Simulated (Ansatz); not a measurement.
Computed with Ansatz 0.2.0, DFT PBE, scalar-relativistic, plane waves, PAW. Settings: cutoff 420 eV, Γ-centred meshes spaced at most about 0.3 Å⁻¹, and about 0.25 Å⁻¹ or finer for metals (2π included), Gaussian smearing. No spin polarisation.

Each guess is relaxed in cell and atoms at zero pressure, on a coarse mesh first where it starts far from rest and then on a converged one. The steps can't lower the symmetry of the start, but it can rise. Energies are static (0 K, no zero-point motion).

Two unrelaxed guesses for SiW₄:

A.

```
CELL_PARAMETERS angstrom
4.61164 0.00000 0.00000
0.00000 4.61164 0.00000
0.00000 0.00000 4.38662
ATOMIC_POSITIONS crystal
Si 0.00000 0.00000 0.00000
W 0.19855 0.50000 0.50000
W 0.80145 0.50000 0.50000
W 0.50000 0.19855 0.50000
W 0.50000 0.80145 0.50000
```

B.

```
CELL_PARAMETERS angstrom
3.43603 -3.60807 0.00000
3.43603 3.60807 0.00000
0.00000 0.00000 3.08545
ATOMIC_POSITIONS crystal
Si 0.00000 0.00000 0.00000
W 0.81060 0.18940 0.50000
W 0.18940 0.81060 0.50000
W 0.28520 0.28520 0.00000
W 0.71480 0.71480 0.00000
```

Question: Which guess leads to the lower structure, and by how much?

Answer: B ends lower, by 0.82 eV/atom. A: P4/mmm at 18.7 Å³/atom → P4/mmm at 19.8 Å³/atom; B: Cmmm at 15.3 Å³/atom → Cmmm at 17.1 Å³/atom. Counting W atoms around Si (those within 1.25 times the shortest such distance or 1.15 times the sum of covalent radii, 1.27 where that leaves under three; the shortest distance is added where it exceeds 1.18 times the sum of covalent radii), the end of A has Si 16 from 3.6 Å and the end of B has Si 6. End of A. Conventional cell: a = 6.116 Å, c = 2.645 Å. Around Si lie 2 Si at 2.65 Å and 16 W at 3.56 Å; W is surrounded by 5 W at 2.50–2.65 Å. End of B. Conventional cell: a = 7.277 Å, b = 8.144 Å, c = 2.889 Å. Si is surrounded by 6 W at 2.40–2.49 Å and 2 Si at 2.89 Å; W on a site of symmetry m2m has 2 Si at 2.49 Å, 6 W at 2.79–2.89 Å, 4 W at 3.46 Å and 2 W at 3.64 Å; around W on a site of symmetry 2mm lie 1 Si at 2.40 Å, 1 W at 2.47 Å, 6 W at 2.79–2.89 Å and 4 W at 3.46 Å.

Ends held by symmetry can be saddle points. Neither end is the lowest form computed: that has space group C2/m (No. 12) and lies 0.68 eV/atom below the better end. Even the lowest of the cells shown lies +0.73 eV/atom against the elements. Spin–orbit coupling, which can matter for W, is left out. Some types were kept out of the candidates beforehand, so the set may lack a known form.
